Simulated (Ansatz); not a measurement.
Runs of Ansatz 0.2.0 on Hf. Symmetry: P6_3/mmc, No. 194, hexagonal system. The conventional cell has a = 3.197 Å, b = 3.197 Å, c = 5.058 Å, α = 90.00°, β = 90.00°, γ = 120.00°. Hf (site symmetry -6m2) has 12 Hf at 3.13 to 3.20 Å as nearest neighbours. 

```tsv
task	level	potentials or basis	U	cell	cutoff (eV)	smearing	hubbard projectors	double counting	gap on the mesh (eV)	pressure (GPa)
single point	PBE	Ansatz PAW	-	atoms moved at random, drawn with an rms of 0.05 Å	420	fermi-dirac 0.05 eV	-	-	none	0.7
single point	PBE	Ansatz PAW	-	as given	420	fermi-dirac 0.05 eV	-	-	none	0.6
relaxation of cell and atoms	LDA+U	Ansatz PAW polarizable	Hf d U = 5 eV	relaxed from: volume scaled by 1.08	420	gaussian 0.05 eV	atomic	fll (the default)	none	0.0
single point	PBE+D4	Ansatz PAW earlier set	-	as given	520	methfessel-paxton 0.05 eV	-	-	none	(a)
projected density of states	LDA	JTH PAW LDA	-	volume scaled by 0.92	1230	fermi-dirac 0.025 eV	-	-	none	1.2
```

Alike in all rows: no spin polarisation; k mesh 10 × 10 × 5.

Q: Fill in the values left out.

A: (a) -0.9.

Caveats: the plane-wave basis is chosen anew once the cell has moved, so the energies of steps on either side of that aren't comparable (some runs); U without spin polarisation on a metal has little footing (some runs); the PAW data sets come from PBE, with cores solved anew for the run's functional, which leaves a small shift of forces and pressure (some runs); the U is typed as a test and isn't derived for this compound (some runs); pairwise dispersion overbinds metals, which lowers pressure and volume (some runs).

A k mesh can miss the band edges, and the runs leave out spin-orbit coupling on Hf.

A gap of «none» marks a metal or a gap under the smearing width.

The runs don't all hold the same shells in valence.
